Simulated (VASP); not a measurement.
A run of VASP 6.6.1:

INCAR

```
SYSTEM = Si3Ge
PREC = Accurate
ENCUT = 520
EDIFF = 1E-7
ISMEAR = -1
SIGMA = 0.05
LREAL = .False.
LASPH = .True.
NELM = 60
ALGO = Normal
ISIF = 2
LWAVE = .False.
LCHARG = .False.
GGA = PE
NBANDS = 21
```

File KPOINTS:

```
Automatic mesh
0
Gamma
  11 11 3
  0 0 0
```

Contents of POSCAR:

```
Si3Ge
1.0
    2.7150000000      0.0000000000      0.0000000000
   -1.3575000000      2.3512600000      0.0000000000
    0.0000000000      0.0000000000     10.1106100000
Si Ge
3 1
Direct
    0.0000000000      0.0000000000      0.5000000000
    0.0000000000      0.0000000000      0.7435600000
    0.0000000000      0.0000000000      0.2564400000
    0.0000000000      0.0000000000      0.0000000000
```

Potentials or basis: VASP PAW PBE potentials, release 64 (Si, Ge_d).

Run with:

```bash
$ cat potpaw_PBE.64/Si/POTCAR potpaw_PBE.64/Ge_d/POTCAR > POTCAR
$ mpirun -np 1 vasp_std > vasp.out
```

Hardware: 1 thread of Intel(R) Xeon(R) Platinum 8259CL CPU @ 2.50GHz (Skylake/Cascade Lake), with other jobs on the host.

**Question.** Estimate the wall time of this run.

**Answer.** Run time: 35 s on 1 thread of Intel(R) Xeon(R) Platinum 8259CL CPU @ 2.50GHz (Skylake/Cascade Lake), on a shared host, peak memory 0.19 GiB. Counts: scf iterations 15, k points 32.
